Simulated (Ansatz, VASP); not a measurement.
## TePt in VASP and in Ansatz

File INCAR:

```
ALGO     = Normal         # electronic algorithm
EDIFF    = 1E-7           # SCF threshold, eV
ENCUT    = 520            # plane-wave cutoff, eV
GGA      = PS             # functional
ISIF     = 2              # what is computed and relaxed
ISMEAR   = -1             # smearing method
LASPH    = T              # aspherical terms in the spheres
LCHARG   = F              # write CHGCAR
LREAL    = F              # projectors in reciprocal space
LWAVE    = F              # write WAVECAR
NBANDS   = 24             # bands
NELM     = 100            # most SCF steps
PREC     = Accurate       # precision mode
SIGMA    = 0.05           # smearing width, eV
```

File KPOINTS:

```
k-points
0
Gamma
  7 7 5
```

The input POSCAR:

```
TePt
1.0
    4.2628798384      0.0000000000      0.0000000000
   -2.1314399192      3.6917622333      0.0000000000
    0.0000000000      0.0000000000      5.6617710000
Pt Te
2 2
Direct
   -0.0050400000     -0.0116880000      0.0061590000
   -0.0038730000      0.0014790000      0.4984700000
    0.3346500000      0.6667370000      0.2453600000
    0.6646140000      0.3369850000      0.7564950000
```

The input input.yaml:

```yaml
crystal:
  lattice:
    - [4.2628798384, 0.0, 0.0]
    - [-2.1314399192, 3.6917622333, 0.0]
    - [0.0, 0.0, 5.661771]
  atoms:
    - { symbol: Pt, position: [-0.00504, -0.011688, 0.006159] }
    - { symbol: Pt, position: [-0.003873, 0.001479, 0.49847] }
    - { symbol: Te, position: [0.33465, 0.666737, 0.24536] }
    - { symbol: Te, position: [0.664614, 0.336985, 0.756495] }
hamiltonian:
  xc: pbesol
  pseudopotentials: { kind: paw }
kpoints:
  mp_grid: { grid: [7, 7, 5] }
scf:
  occupations: { method: fermi_dirac, width: 0.05 }
output:
  forces: true
  stress: true
  eigenvalues: true
```

Change from the starting cell: atoms moved at random, drawn with an rms of 0.05 Å.

Alike in both runs: task single point; functional PBEsol; k mesh 7 × 7 × 5; occupations fermi-dirac, width 0.05 eV; no spin polarisation.

|  | VASP | Ansatz |
| --- | --- | --- |
| version | VASP 6.6.1 | Ansatz 0.2.0 |
| potentials or method | VASP PAW PBE potentials, release 64 (Pt, Te) | Ansatz PAW |
| plane-wave cutoff (eV) | 520 | 420 |
| valence electrons in the cell | 32 | 68 |

Ansatz gave:

| Item | Value |
| --- | --- |
| gap on the k mesh at the Fermi level (eV) | none |
| pressure (GPa) | -4.8 |
| largest component of the traceless stress (GPa) | 1.11 |
| rms of the force components (eV/Å) | 0.155 |

Q: What did VASP give for the same quantities?

A: gap on the k mesh at the Fermi level (eV): none; pressure (GPa): -4.9; largest component of the traceless stress (GPa): 1.12; rms of the force components (eV/Å): 0.154.

Atom by atom the forces differ by 0.001 eV/Å (rms over components). A gap of «none» marks a metal or a gap that the smearing closes. The two sets of potentials don't hold the same shells in valence.

Caveats: the PAW data sets were made with another functional, which shifts forces and pressure a little (VASP); the PAW data sets come from PBE, with cores solved anew for the run's functional, which leaves a small shift of forces and pressure (Ansatz). The runs have no spin-orbit coupling, so splittings on Pt, Te are missing.
